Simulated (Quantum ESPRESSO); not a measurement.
# Te (C2/m) in Quantum ESPRESSO: a series of runs

One crystal, Te, is run at these levels: r2SCAN; tasks: single point, equation of state.

Everything below comes from runs of Quantum ESPRESSO 7.5. Logs are shortened: lines on timing, memory, paths and dates and some standing lists are left out, and cuts for length are marked.

## Step 1: The crystal as given

The structure is monoclinic, space group C2/m (No. 12). The conventional cell has a = 7.641 Å, b = 4.296 Å, c = 5.977 Å, α = 90.00°, β = 90.90°, γ = 90.00°. Te (site symmetry 2/m) is surrounded by 6 Te at 3.09 to 3.31 Å. Around Te (site symmetry m) lie 6 Te at 3.03 to 3.47 Å.

This isn't the form of Te at room conditions, which is trigonal, of chains.

## Step 2: Single point, r2SCAN, 30.73 Å³/atom

File pw.in:

```
&CONTROL
  calculation = 'scf'
  prefix = 'pwscf'
  outdir = './tmp'
  pseudo_dir = './pseudo'
  tprnfor = .true.
  tstress = .true.
  disk_io = 'nowf'
/
&SYSTEM
  ibrav = 0
  nat = 3
  ntyp = 1
  ecutwfc = 70
  nbnd = 33
  input_dft = 'r2scan'
  occupations = 'smearing'
  smearing = 'fd'
  degauss = 0.00367493
  nosym = .true.
  nr1 = 48
  nr2 = 48
  nr3 = 64
/
&ELECTRONS
  conv_thr = 1d-08
  electron_maxstep = 120
  mixing_beta = 0.5
/
ATOMIC_SPECIES
Te   127.6000 Te_ONCV_PBE-1.2.upf
CELL_PARAMETERS angstrom
   3.7423024554   -2.1043494257    0.0000000000
   3.7423024554    2.1043494257    0.0000000000
  -0.0923660238    0.0000000000    5.8540953882
ATOMIC_POSITIONS crystal
Te     0.0000000000    0.0000000000    0.0000000000
Te     0.3094466100    0.3094466100    0.3388094900
Te     0.6905533900    0.6905533900    0.6611905100
K_POINTS automatic
3 3 2 0 0 0
```

Potentials or basis: SG15 PBE 1.2.

Command:

```bash
$ OMP_NUM_THREADS=1 mpirun -n 2 pw.x -in pw.in > pw.out
```

pw.out:

```text
This program is part of the open-source Quantum ESPRESSO suite
     for quantum simulation of materials; please cite
         "P. Giannozzi et al., J. Phys.:Condens. Matter 21 395502 (2009);
         "P. Giannozzi et al., J. Phys.:Condens. Matter 29 465901 (2017);
         "P. Giannozzi et al., J. Chem. Phys. 152 154105 (2020);
     in publications or presentations arising from this work. More details at

     IMPORTANT: XC functional enforced from input :
     Exchange-correlation= R2SCAN
                           (   0   0   0   0   0 497 498)
     Any further DFT definition will be discarded
     Please, verify this is what you really want

     Subspace diagonalization in iterative solution of the eigenvalue problem:
     a serial algorithm will be used

     --------------------
     sticks:   dense  smooth     PW     G-vecs:    dense   smooth      PW
     Min         626     626    179                24632    24632    3800
     Max         627     627    180                24635    24635    3803
     Sum        1253    1253    359                49267    49267    7603

     Using Slab Decomposition

     bravais-lattice index     =            0
     lattice parameter (alat)  =       8.1133  a.u.
     unit-cell volume          =     622.2188 (a.u.)^3
     number of atoms/cell      =            3
     number of atomic types    =            1
     number of electrons       =        48.00
     number of Kohn-Sham states=           33
     kinetic-energy cutoff     =      70.0000  Ry
     charge density cutoff     =     280.0000  Ry
     scf convergence threshold =      1.0E-08
     mixing beta               =       0.5000
     number of iterations used =            8  plain     mixing
     Exchange-correlation= R2SCAN
                           (   0   0   0   0   0 497 498)

     celldm(1)=   8.113313  celldm(2)=   0.000000  celldm(3)=   0.000000
     celldm(4)=   0.000000  celldm(5)=   0.000000  celldm(6)=   0.000000

     crystal axes: (cart. coord. in units of alat)
               a(1) = (   0.871645  -0.490138   0.000000 )
               a(2) = (   0.871645   0.490138   0.000000 )
               a(3) = (  -0.021514   0.000000   1.363517 )

     reciprocal axes: (cart. coord. in units 2 pi/alat)
               b(1) = (  0.573628 -1.020121  0.009051 )
               b(2) = (  0.573628  1.020121  0.009051 )
               b(3) = ( -0.000000  0.000000  0.733398 )

     PseudoPot. # 1 for Te read from file:
     Te_ONCV_PBE-1.2.upf
     Pseudo is Norm-conserving, Zval = 16.0
     Generated using ONCVPSP code by D. R. Hamann
     Using radial grid of  602 points,  6 beta functions with:
                l(1) =   0
                l(2) =   0
                l(3) =   1
                l(4) =   1
                l(5) =   2
                l(6) =   2

     atomic species   valence    mass     pseudopotential
     Te               16.00   127.60000     Te( 1.00)

     No symmetry found

   Cartesian axes

     site n.     atom                  positions (alat units)
         1        Te     tau(   1) = (   0.0000000   0.0000000   0.0000000  )
         2        Te     tau(   2) = (   0.5321660   0.0000000   0.4619724  )
         3        Te     tau(   3) = (   1.1896099   0.0000000   0.9015443  )

     number of k points=    10  Fermi-Dirac smearing, width (Ry)=  0.0037
                       cart. coord. in units 2pi/alat
        k(    1) = (   0.0000000   0.0000000   0.0000000), wk =   0.1111111
        k(    2) = (   0.0000000   0.0000000  -0.3666989), wk =   0.1111111
        k(    3) = (   0.1912094   0.3400402   0.0030169), wk =   0.2222222
        k(    4) = (   0.1912094   0.3400402  -0.3636820), wk =   0.2222222
        k(    5) = (   0.1912094  -0.3400402   0.0030169), wk =   0.2222222
        k(    6) = (   0.1912094  -0.3400402  -0.3636820), wk =   0.2222222
        k(    7) = (   0.3824188   0.0000000   0.0060338), wk =   0.2222222
        k(    8) = (   0.3824188   0.0000000  -0.3606651), wk =   0.2222222
        k(    9) = (  -0.0000000  -0.6800804  -0.0000000), wk =   0.2222222
        k(   10) = (  -0.0000000  -0.6800804  -0.3666989), wk =   0.2222222

     Dense  grid:    49267 G-vectors     FFT dimensions: (  48,  48,  64)

     WARNING: libxc functional with ID  497 depends
      on external parameters: check the user_guide of
      QE if you need to modify them or to check their
      default values.

     WARNING: libxc functional with ID  498 depends
      on external parameters: check the user_guide of
      QE if you need to modify them or to check their
      default values.

     Initial potential from superposition of free atoms

     starting charge      47.8835, renormalised to      48.0000
     Starting wfcs are random

     Self-consistent Calculation

     iteration #  1     ecut=    70.00 Ry     beta= 0.50
     Davidson diagonalization with overlap
     ethr =  1.00E-02,  avg # of iterations =  8.8

     total energy              =    -521.43540716 Ry
     estimated scf accuracy    <     134.73509977 Ry

     iteration #  2     ecut=    70.00 Ry     beta= 0.50
     Davidson diagonalization with overlap
     ethr =  1.00E-02,  avg # of iterations =  1.0

     total energy              =    -521.74455525 Ry
     estimated scf accuracy    <      38.63719922 Ry

     iteration #  3     ecut=    70.00 Ry     beta= 0.50
     Davidson diagonalization with overlap
     ethr =  1.00E-02,  avg # of iterations =  1.0

     total energy              =    -521.73844634 Ry
     estimated scf accuracy    <       0.23441302 Ry

     iteration #  4     ecut=    70.00 Ry     beta= 0.50
     Davidson diagonalization with overlap
     ethr =  4.88E-04,  avg # of iterations =  2.7

     total energy              =    -521.75906351 Ry
     estimated scf accuracy    <       0.02758971 Ry

     iteration #  5     ecut=    70.00 Ry     beta= 0.50
     Davidson diagonalization with overlap
     ethr =  5.75E-05,  avg # of iterations =  5.9

     total energy              =    -521.76253444 Ry
     estimated scf accuracy    <       0.00186703 Ry

     iteration #  6     ecut=    70.00 Ry     beta= 0.50
     Davidson diagonalization with overlap
     ethr =  3.89E-06,  avg # of iterations =  4.5

     total energy              =    -521.76257322 Ry
     estimated scf accuracy    <       0.00007473 Ry

     iteration #  7     ecut=    70.00 Ry     beta= 0.50
     Davidson diagonalization with overlap
     ethr =  1.56E-07,  avg # of iterations =  1.9

     total energy              =    -521.76257902 Ry
     estimated scf accuracy    <       0.00000542 Ry

     iteration #  8     ecut=    70.00 Ry     beta= 0.50
     Davidson diagonalization with overlap
     ethr =  1.13E-08,  avg # of iterations =  2.0

     total energy              =    -521.76257925 Ry
     estimated scf accuracy    <       0.00000174 Ry

     iteration #  9     ecut=    70.00 Ry     beta= 0.50
     Davidson diagonalization with overlap
     ethr =  3.62E-09,  avg # of iterations =  1.9

     total energy              =    -521.76257954 Ry
     estimated scf accuracy    <       0.00000012 Ry

     iteration # 10     ecut=    70.00 Ry     beta= 0.50
     Davidson diagonalization with overlap
     ethr =  2.60E-10,  avg # of iterations =  1.9

     total energy              =    -521.76257956 Ry
     estimated scf accuracy    <       0.00000001 Ry

     iteration # 11     ecut=    70.00 Ry     beta= 0.50
     Davidson diagonalization with overlap
     ethr =  2.56E-11,  avg # of iterations =  2.0

     End of self-consistent calculation

          k = 0.0000 0.0000 0.0000 (  6177 PWs)   bands (ev):

   -26.1381 -26.0972 -26.0555 -26.0350 -26.0298 -26.0140 -26.0085 -26.0013
   -25.9902 -25.9576 -25.8354 -25.8011 -25.7776 -25.6026 -25.6017  -3.7559
    -0.1423   0.0081   8.0227   8.0681   8.7390   8.9731   9.2290   9.4329
    12.1599  12.1851  12.8537  16.4389  16.8923  18.0015  18.0341  18.4030
    18.4557

          k = 0.0000 0.0000-0.3667 (  6180 PWs)   bands (ev):

   -26.1358 -26.0978 -26.0522 -26.0314 -26.0207 -26.0192 -26.0114 -25.9996
   -25.9874 -25.9791 -25.8282 -25.8013 -25.7777 -25.6026 -25.6009  -2.9741
    -2.5587   2.4072   6.8602   8.0510   8.1026   9.6982  10.1420  10.7510
    10.9506  11.1018  11.4143  15.4280  16.6841  16.8075  18.9354  20.1242
    20.3392

          k = 0.1912 0.3400 0.0030 (  6151 PWs)   bands (ev):

   -26.1130 -26.0842 -26.0660 -26.0577 -26.0250 -26.0177 -26.0077 -25.9965
   -25.9852 -25.9695 -25.8352 -25.8013 -25.7780 -25.6027 -25.6014  -2.7572
    -0.5919   0.2089   5.5903   6.2367   6.8539   8.3171  10.2377  10.4792
    11.5146  11.8317  14.0218  14.3296  17.9301  19.0683  20.3099  20.9062
    21.6257

          k = 0.1912 0.3400-0.3637 (  6144 PWs)   bands (ev):

   -26.1148 -26.0843 -26.0667 -26.0584 -26.0242 -26.0183 -26.0033 -25.9963
   -25.9840 -25.9702 -25.8372 -25.8012 -25.7780 -25.6028 -25.6013  -2.1340
    -1.7817   0.6598   5.3663   7.0381   7.5452   8.2792   8.4557   9.5685
    12.9714  12.9881  13.7188  15.5848  17.3436  18.5549  19.4230  20.1263
    20.3955

          k = 0.1912-0.3400 0.0030 (  6151 PWs)   bands (ev):

   -26.1130 -26.0842 -26.0660 -26.0577 -26.0250 -26.0177 -26.0077 -25.9965
   -25.9852 -25.9695 -25.8352 -25.8013 -25.7780 -25.6027 -25.6014  -2.7572
    -0.5919   0.2089   5.5903   6.2367   6.8539   8.3171  10.2377  10.4792
    11.5146  11.8317  14.0218  14.3296  17.9301  19.0683  20.3099  20.9062
    21.6256

          k = 0.1912-0.3400-0.3637 (  6144 PWs)   bands (ev):

   -26.1148 -26.0843 -26.0667 -26.0584 -26.0242 -26.0183 -26.0033 -25.9963
   -25.9840 -25.9702 -25.8372 -25.8012 -25.7780 -25.6028 -25.6013  -2.1340
    -1.7817   0.6598   5.3664   7.0381   7.5452   8.2792   8.4557   9.5685
    12.9714  12.9881  13.7188  15.5848  17.3436  18.5549  19.4230  20.1263
    20.3955

          k = 0.3824 0.0000 0.0060 (  6157 PWs)   bands (ev):

   -26.1363 -26.0981 -26.0517 -26.0269 -26.0149 -26.0118 -26.0092 -26.0021
   -25.9907 -25.9748 -25.8423 -25.8015 -25.7777 -25.6028 -25.6008  -2.8611
    -0.5272   0.1921   5.5210   6.3472   6.8768   8.2605  10.4750  10.9245
    11.4113  11.6985  14.0517  14.3717  17.9661  19.1911  20.7360  20.9582
    20.9658

          k = 0.3824 0.0000-0.3607 (  6168 PWs)   bands (ev):

   -26.1370 -26.0977 -26.0526 -26.0270 -26.0203 -26.0089 -26.0084 -26.0019
   -25.9907 -25.9707 -25.8436 -25.8015 -25.7777 -25.6028 -25.6011  -2.3410
    -1.6704   0.6997   5.3186   7.3331   7.5609   8.2106   8.4567   9.6579
    13.0304  13.2456  13.5535  15.6130  17.2359  18.7271  19.4894  20.2515
    20.2579

          k =-0.0000-0.6801-0.0000 (  6168 PWs)   bands (ev):

   -26.1135 -26.0848 -26.0633 -26.0572 -26.0213 -26.0202 -26.0030 -25.9927
   -25.9820 -25.9762 -25.8412 -25.8014 -25.7780 -25.6026 -25.6015  -1.5578
    -1.1100  -0.4477   6.3108   6.5417   7.0269   7.0938   7.5585   7.7193
    14.3261  14.3335  14.5711  16.9335  17.1512  17.2849  21.0500  21.2675
    21.3311

          k =-0.0000-0.6801-0.3667 (  6152 PWs)   bands (ev):

   -26.1132 -26.0843 -26.0665 -26.0581 -26.0195 -26.0185 -25.9991 -25.9972
   -25.9797 -25.9764 -25.8431 -25.8014 -25.7780 -25.6026 -25.6014  -1.5119
    -0.7567  -0.7023   5.0330   5.2202   5.3550  10.5895  10.8952  11.3442
    11.4069  11.5567  12.0345  17.8803  18.0905  18.1526  19.3059  19.3816
    19.5637

     the Fermi energy is    11.1924 ev

!    total energy              =    -521.76257956 Ry
     estimated scf accuracy    <          7.7E-10 Ry
     smearing contrib. (-TS)   =      -0.00053970 Ry
     internal energy E=F+TS    =    -521.76203986 Ry

     The total energy is F=E-TS. E is the sum of the following terms:
     one-electron contribution =    -224.66643898 Ry
     hartree contribution      =     123.69521977 Ry
     xc contribution           =     -53.11637862 Ry
     ewald contribution        =    -367.67444204 Ry

     convergence has been achieved in  11 iterations

     Forces acting on atoms (cartesian axes, Ry/au):

     atom    1 type  1   force =    -0.00000138    0.00000051    0.00000330
     atom    2 type  1   force =    -0.01368350   -0.00000094    0.00604946
     atom    3 type  1   force =     0.01368488    0.00000042   -0.00605275

     Total force =     0.021160     Total SCF correction =     0.000080

     Computing stress (Cartesian axis) and pressure

          total   stress  (Ry/bohr**3)                   (kbar)     P=       39.25
   0.00029656   0.00000000  -0.00006562           43.63        0.00       -9.65
   0.00000000   0.00045939   0.00000000            0.00       67.58        0.00
  -0.00006562   0.00000000   0.00004440           -9.65        0.00        6.53

=------------------------------------------------------------------------------=
   JOB DONE.
=------------------------------------------------------------------------------=
```

It took 68 s on 2 MPI ranks of Arm Neoverse V1, shared host; peak memory 0.2 GiB.

Results:

```yaml
Free_energy: -7098.9415 eV
Pressure: 3.9 GPa
Largest_force: 0.385 eV/Å
Band_gap_on_the_k_mesh: none (metal or under the smearing width)
```

Caveat: the k mesh is coarse (spacing up to 0.57 Å⁻¹), so the values aren't converged; the potentials were made for another functional, which shifts forces and pressure.

## Step 3: Single point, r2SCAN, 31.39 Å³/atom

pw.in, as its differences from that of step 2:

```diff
@@ -32,5 +32,5 @@
 CELL_PARAMETERS angstrom
-   3.7423024554   -2.1043494257    0.0000000000
-   3.7423024554    2.1043494257    0.0000000000
-  -0.0923660238    0.0000000000    5.8540953882
+   3.7686575664   -2.1191692761    0.0000000000
+   3.7686575664    2.1191692761    0.0000000000
+  -0.0930165102    0.0000000000    5.8953227704
 ATOMIC_POSITIONS crystal
```

Potentials or basis: SG15 PBE 1.2.

Command:

```bash
$ OMP_NUM_THREADS=1 mpirun -n 2 pw.x -in pw.in > pw.out
```

It took 67 s on 2 MPI ranks of Arm Neoverse V1, shared host; peak memory 0.2 GiB.

The run converged. Its results:

```yaml
Free_energy: -7098.9814 eV
Pressure: 2.6 GPa
Largest_force: 0.388 eV/Å
Band_gap_on_the_k_mesh: none (metal or under the smearing width)
```

Caveat: the k mesh is coarse (spacing up to 0.57 Å⁻¹), so the values aren't converged; the potentials were made for another functional, which shifts forces and pressure.

## Step 4: Single point, r2SCAN, 32.04 Å³/atom

pw.in, as its differences from that of step 3:

```diff
@@ -32,5 +32,5 @@
 CELL_PARAMETERS angstrom
-   3.7686575664   -2.1191692761    0.0000000000
-   3.7686575664    2.1191692761    0.0000000000
-  -0.0930165102    0.0000000000    5.8953227704
+   3.7946491296   -2.1337846985    0.0000000000
+   3.7946491296    2.1337846985    0.0000000000
+  -0.0936580236    0.0000000000    5.9359814536
 ATOMIC_POSITIONS crystal
```

Command:

```bash
$ OMP_NUM_THREADS=1 mpirun -n 2 pw.x -in pw.in > pw.out
```

It took 62 s on 2 MPI ranks of Arm Neoverse V1, shared host; peak memory 0.2 GiB.

Results (log left out):

```
Free energy            : -7099.0058 eV
Pressure               : 1.4 GPa
Largest force          : 0.392 eV/Å
Band gap on the k mesh : none (metal or under the smearing width)
```

Caveat: the k mesh is coarse (spacing up to 0.56 Å⁻¹), so the values aren't converged; the potentials were made for another functional, which shifts forces and pressure.

## Step 5: Single point, r2SCAN, 32.70 Å³/atom

pw.in, as its differences from that of step 4:

```diff
@@ -32,5 +32,5 @@
 CELL_PARAMETERS angstrom
-   3.7946491296   -2.1337846985    0.0000000000
-   3.7946491296    2.1337846985    0.0000000000
-  -0.0936580236    0.0000000000    5.9359814536
+   3.8202894285   -2.1482026000    0.0000000000
+   3.8202894285    2.1482026000    0.0000000000
+  -0.0942908673    0.0000000000    5.9760906531
 ATOMIC_POSITIONS crystal
```

Command:

```bash
$ OMP_NUM_THREADS=1 mpirun -n 2 pw.x -in pw.in > pw.out
```

It took 67 s on 2 MPI ranks of Arm Neoverse V1, shared host; peak memory 0.2 GiB.

Results (log left out):

| Property | Result |
| --- | --- |
| Free energy | -7099.0163 eV |
| Pressure | 0.3 GPa |
| Largest force | 0.396 eV/Å |
| Band gap on the k mesh | none (metal or under the smearing width) |

Caveat: the k mesh is coarse (spacing up to 0.56 Å⁻¹), so the values aren't converged; the potentials were made for another functional, which shifts forces and pressure.

## Step 6: Single point, r2SCAN, 33.35 Å³/atom

pw.in, as its differences from that of step 5:

```diff
@@ -32,5 +32,5 @@
 CELL_PARAMETERS angstrom
-   3.8202894285   -2.1482026000    0.0000000000
-   3.8202894285    2.1482026000    0.0000000000
-  -0.0942908673    0.0000000000    5.9760906531
+   3.8455900958   -2.1624295219    0.0000000000
+   3.8455900958    2.1624295219    0.0000000000
+  -0.0949153283    0.0000000000    6.0156685658
 ATOMIC_POSITIONS crystal
```

Potentials or basis: SG15 PBE 1.2.

Command:

```bash
$ OMP_NUM_THREADS=1 mpirun -n 2 pw.x -in pw.in > pw.out
```

Wall time 69 s (2 MPI ranks of Arm Neoverse V1, shared host); peak memory 0.2 GiB.

Results (log left out):

- Free energy: -7099.0146 eV
- Pressure: -0.6 GPa
- Largest force: 0.401 eV/Å
- Band gap on the k mesh: none (metal or under the smearing width)

Caveat: the k mesh is coarse (spacing up to 0.56 Å⁻¹), so the values aren't converged; the potentials were made for another functional, which shifts forces and pressure.

## Step 7: Single point, r2SCAN, 34.00 Å³/atom

pw.in, as its differences from that of step 6:

```diff
@@ -32,5 +32,5 @@
 CELL_PARAMETERS angstrom
-   3.8455900958   -2.1624295219    0.0000000000
-   3.8455900958    2.1624295219    0.0000000000
-  -0.0949153283    0.0000000000    6.0156685658
+   3.8705621598   -2.1764716655    0.0000000000
+   3.8705621598    2.1764716655    0.0000000000
+  -0.0955316789    0.0000000000    6.0547324433
 ATOMIC_POSITIONS crystal
```

Command:

```bash
$ OMP_NUM_THREADS=1 mpirun -n 2 pw.x -in pw.in > pw.out
```

Run time: 68 s. Hardware: 2 MPI ranks of Arm Neoverse V1, shared host; peak memory 0.2 GiB.

It converged, with:

```yaml
Free_energy: -7099.0018 eV
Pressure: -1.5 GPa
Largest_force: 0.407 eV/Å
Band_gap_on_the_k_mesh: none (metal or under the smearing width)
```

Caveat: the k mesh is coarse (spacing up to 0.55 Å⁻¹), so the values aren't converged; the potentials were made for another functional, which shifts forces and pressure.

## Step 8: Single point, r2SCAN, 34.66 Å³/atom

pw.in, as its differences from that of step 7:

```diff
@@ -32,5 +32,5 @@
 CELL_PARAMETERS angstrom
-   3.8705621598   -2.1764716655    0.0000000000
-   3.8705621598    2.1764716655    0.0000000000
-  -0.0955316789    0.0000000000    6.0547324433
+   3.8952160867   -2.1903349161    0.0000000000
+   3.8952160867    2.1903349161    0.0000000000
+  -0.0961401773    0.0000000000    6.0932986579
 ATOMIC_POSITIONS crystal
```

Command:

```bash
$ OMP_NUM_THREADS=1 mpirun -n 2 pw.x -in pw.in > pw.out
```

Wall time 68 s (2 MPI ranks of Arm Neoverse V1, shared host); peak memory 0.2 GiB.

It converged, with:

```yaml
Free_energy: -7098.9792 eV
Pressure: -2.2 GPa
Largest_force: 0.415 eV/Å
Band_gap_on_the_k_mesh: none (metal or under the smearing width)
```

Caveat: the k mesh is coarse (spacing up to 0.55 Å⁻¹), so the values aren't converged; the potentials were made for another functional, which shifts forces and pressure.

## Step 9: Equation of state, r2SCAN

Potentials or basis: SG15 PBE 1.2.

This step only gathers the single runs of the series.

Results:

```yaml
Equilibrium_volume: 32.92 Å³/atom
Bulk_modulus_at_fixed_shape_and_positions: 49 GPa
Pressure_derivative_of_the_bulk_modulus: 4.7
```

Energy against volume, from the lowest point:
| volume (Å³/atom) | energy (meV/atom) |
| --- | --- |
| 30.734 | 24.93 |
| 31.388 | 11.65 |
| 32.042 | 3.52 |
| 32.696 | 0.00 |
| 33.350 | 0.58 |
| 34.004 | 4.84 |
| 34.658 | 12.36 |

Caveat: the k mesh is coarse (spacing up to 0.56 Å⁻¹), so the values aren't converged; the potentials were made for another functional, which shifts forces and pressure; the cell was scaled at fixed shape and fractional positions, which overstates the stiffness of a crystal with free parameters, most of all of layers and chains. The run has no spin-orbit coupling, so splittings on Te are missing.
